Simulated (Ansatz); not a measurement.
Ansatz input file:

```yaml
crystal:
  lattice:
    - [3.6104311635, 0.0, 0.0]
    - [-1.8052155817, 3.1267251062, 0.0]
    - [0.0, 0.0, 10.7413838521]
  atoms:
    - { symbol: Pb, position: [0.0, 0.0, -0.0130488773] }
    - { symbol: Pb, position: [0.33333333, 0.66666667, 0.2630488773] }
    - { symbol: Pb, position: [0.0, 0.0, 0.4869511227] }
    - { symbol: Pb, position: [0.66666667, 0.33333333, 0.7630488773] }
basis:
  ecutwfc: 420
kpoints:
  mp_grid: { grid: [15, 15, 4] }
hamiltonian:
  xc: pbe
scf:
  occupations: { method: gaussian, width: 0.1 }
output:
  forces: true
  stress: true
  eigenvalues: true
```

Command:
```bash
ansatz run input.yaml --threads 1 --pin off --max-ram 1331MiB --backend cpu --events-out ev --progress --plain --runs-dir out
```

Theory: Ansatz, DFT PBE, scalar-relativistic, plane waves, PAW.

Part of what the program printed, abridged (iterations and final results):

```
SCF iter   1: F=—  HF=-47625.243224 eV  |F-HF|=—  |Δ(HF+E_count)|=         —  Δρ=9.16e-4  dr2=1.40e-3  ethr=1.77e-3  ⟨swp⟩=8.4  Hψ=14157  notcnv=0
SCF iter   2: F=—  HF=-47625.243852 eV  |F-HF|=—  |Δ(HF+E_count)|=   6.28e-4  Δρ=5.85e-4  dr2=4.59e-4  ethr=2.51e-6  ⟨swp⟩=2.2  Hψ=5558  notcnv=0
SCF iter   3: F=—  HF=-47625.243984 eV  |F-HF|=—  |Δ(HF+E_count)|=   1.32e-4  Δρ=1.23e-4  dr2=4.54e-5  ethr=8.19e-7  ⟨swp⟩=2.0  Hψ=3236  notcnv=0
SCF iter   4: F=—  HF=-47625.243976 eV  |F-HF|=—  |Δ(HF+E_count)|=   7.92e-6  Δρ=6.70e-5  dr2=1.06e-5  ethr=8.11e-8  ⟨swp⟩=1.9  Hψ=2972  notcnv=0
SCF iter   5: F=—  HF=-47625.243976 eV  |F-HF|=—  |Δ(HF+E_count)|=   8.09e-7  Δρ=1.24e-5  dr2=3.28e-7  ethr=1.89e-8  ⟨swp⟩=2.3  Hψ=3716  notcnv=0
SCF iter   6: F=-47625.243976 eV  HF=-47625.243976 eV  |F-HF|=1.27e-8  |Δ(HF+E_count)|=   3.79e-8  Δρ=5.45e-6  dr2=4.67e-8  ethr=1.79e-10  ⟨swp⟩=8.5  Hψ=13512  notcnv=0
SCF 1 converged in 6 iterations: F = -47625.243976 eV  dr2 = 4.67e-8
SCF converged after 6 iterations
Free energy (F): -47625.243976 eV
Harris-Foulkes:  -47625.243976 eV  (|F-HF|=1.27e-8)
Internal energy: -47625.228617 eV  (E = F + TS)
E sigma→0 (E₀):  -47625.236296 eV
Entropy (-TS):   -0.015358 eV (-3.840 meV/atom)
Fermi energy:    10.945786 eV
--- Per-component energies (eV) ---
  E_band       = -148.640245
  E_kinetic    = 1158.721179
  E_local      = -4149.408424  (includes V_loc(G=0)·N_el)
  E_nonlocal   = 1398.325233
  E_hartree    = 1657.433693
  E_xc         = -884.232689
  E_vxc        = -531.507801  (∫ρ·V_xc dr)
  E_paw        = -41622.643982  (= ΣΔE_a)
  E_vpaw       = -1339.648475  (= ΣTr[D̂ρ^β])
  E_aug_tail   = 0.000213  (compensation charges beyond the density's cutoff)
  E_ewald      = -5183.423840
  E_smearing   = -0.015358  (= −TS)
--- Forces (eV/Å), atoms counted from 1 ---
  atom   1  Pb     0.00000000     0.00000000     0.85914511
  atom   2  Pb     0.00000000     0.00000000    -0.85914384
  atom   3  Pb     0.00000000     0.00000000     0.85914511
  atom   4  Pb     0.00000000     0.00000000    -0.85914384
--- Stress (GPa, compression-positive) ---
        3.113818       0.000000       0.000000
        0.000000       3.113818       0.000000
        0.000000       0.000000       6.903073
  P = ⅓ Tr σ = 4.3769 GPa (43.769 kbar)
--- Band table (eV; the first three rows and the last of 81) ---
  k-point 0: bands = ["-6.2216", "-6.2216", "-6.1959", "-6.1895", "-6.1895", "-6.1830", "-6.1336", "-6.1336", "-6.1230", "-6.1230", "-6.0443", "-6.0388", "-5.9960", "-5.9960", "-5.9664", "-5.9664", "-5.8566", "-5.8566", "-5.8023", "-5.8023", "-0.9681", "-0.1781", "1.3249", "3.7432", "7.1353", "12.3793", "13.4415", "15.4115", "15.4115", "16.0410", "16.0410", "16.8255", "16.8255", "17.6269"]
  k-point 1: bands = ["-6.2158", "-6.2158", "-6.1941", "-6.1920", "-6.1920", "-6.1850", "-6.1364", "-6.1364", "-6.1277", "-6.1277", "-6.0434", "-6.0395", "-5.9904", "-5.9904", "-5.9695", "-5.9695", "-5.8479", "-5.8479", "-5.8095", "-5.8095", "-0.8934", "-0.3702", "1.6773", "3.2895", "7.7732", "10.8966", "15.0276", "15.4737", "15.4737", "15.8910", "15.8910", "16.9993", "16.9993", "17.5379"]
  k-point 2: bands = ["-6.2024", "-6.2024", "-6.2024", "-6.2024", "-6.1897", "-6.1897", "-6.1355", "-6.1355", "-6.1355", "-6.1355", "-6.0413", "-6.0413", "-5.9787", "-5.9787", "-5.9787", "-5.9787", "-5.8279", "-5.8279", "-5.8279", "-5.8279", "-0.6779", "-0.6779", "2.4412", "2.4412", "9.1784", "9.1784", "15.6489", "15.6489", "15.6489", "15.6489", "16.9546", "16.9546", "17.3006", "17.3006"]
  k-point 80: bands = ["-6.2873", "-6.2873", "-6.1919", "-6.1919", "-6.1634", "-6.1634", "-6.0487", "-6.0487", "-6.0245", "-6.0245", "-6.0183", "-6.0183", "-5.9500", "-5.9500", "-5.8953", "-5.8953", "-5.8549", "-5.8549", "-5.8091", "-5.8091", "3.4628", "3.4628", "3.4713", "3.4713", "8.0110", "8.0110", "9.1270", "9.1270", "9.7714", "9.7714", "10.6862", "10.6862", "14.6243", "14.6243"]
```

The calculation finished and met its thresholds.

Spin–orbit coupling is left out, which can shift energies with elements as heavy as these.